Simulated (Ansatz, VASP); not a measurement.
**One calculation of I, two programs**

```
CELL_PARAMETERS angstrom
-1.58444 1.58444 4.17775
1.58444 -1.58444 4.17775
1.58444 1.58444 -4.17775
ATOMIC_POSITIONS crystal
I 0.00000 0.00000 0.00000
```

Change from the starting cell: volume scaled by 0.94.

Alike in both runs: task single point; functional PBE; k mesh 11 × 11 × 11; occupations fermi-dirac, width 0.05 eV; no spin polarisation.

|  | VASP | Ansatz |
| --- | --- | --- |
| version | VASP 6.6.1 | Ansatz 0.2.0 |
| potentials or method | VASP PAW PBE potentials, release 64 (I) | Ansatz PAW |
| plane-wave cutoff (eV) | 520 | 420 |
| valence electrons in the cell | 7 | 17 |

Ansatz gave:

```
gap on the k mesh at the Fermi level (eV)       : none
pressure (GPa)                                  : 1.8
largest component of the traceless stress (GPa) : 1.60
```

What did VASP give for the same quantities?

gap on the k mesh at the Fermi level (eV): none; pressure (GPa): 1.8; largest component of the traceless stress (GPa): 1.56.

A gap of «none» marks a metal or a gap that the smearing closes. With one functional, cell and mesh, what is left measures potentials, basis and numerics. The two sets of potentials don't hold the same shells in valence.

Caveats: an odd number of electrons without spin polarisation forces a metal; a magnetic or distorted state may lie lower. The runs have no spin-orbit coupling, so splittings on I are missing.
